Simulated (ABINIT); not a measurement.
A run of ABINIT 10.8.3 (patched build):

run.abi

```
# Datasets: one volume each
ndtset 7
getwfk -1
scalecart1 3*0.9795861087
scalecart2 3*0.9864848297
scalecart3 3*0.9932883884
scalecart4 3*1.0000000000
scalecart5 3*1.0066227096
scalecart6 3*1.0131594038
scalecart7 3*1.0196128224

# Pseudopotentials
pp_dirpath "./"
pseudos "Ga.GGA_PBE-JTH.xml, P.GGA_PBE-JTH.xml"

# Structure
acell 3*1.0
rprim
     0.0000000000     5.1499761211     5.1499761211
     5.1499761211     0.0000000000     5.1499761211
     5.1499761211     5.1499761211     0.0000000000
ntypat 2
znucl 31 15
natom 2
typat 1 2
xred
     0.0000000000     0.0000000000     0.0000000000
     0.7500000000     0.7500000000     0.7500000000

# Plane-wave basis
ecut 20.0
pawecutdg 40.0
pawxcdev 0

# k points
kptopt 1
ngkpt 8 8 8
nshiftk 1
shiftk 0.0 0.0 0.0

# Exchange and correlation
ixc -110131

# Bands and occupations
nband 13
occopt 3
tsmear 0.00183747

# SCF cycle
nstep 100
tolvrs 1.0e-9

# Output
iomode 3
prtwf 1
prtden 0
prteig 0
prtebands 0
enunit 2
```

Potentials or basis: JTH PAW PBE v2.0.

Run with:

```console
$ abinit run.abi > log 2>&1
```

Hardware: 1 thread of Arm Neoverse V2 (shared host).

**Question.** Estimate the wall time of this run.

**Answer.** It took 84 s on 1 thread of Arm Neoverse V2, with other jobs on the host, peak memory 0.14 GiB. Counts: scf iterations 66, mpi ranks 1, k points 29, bands 13, plane waves 1121.
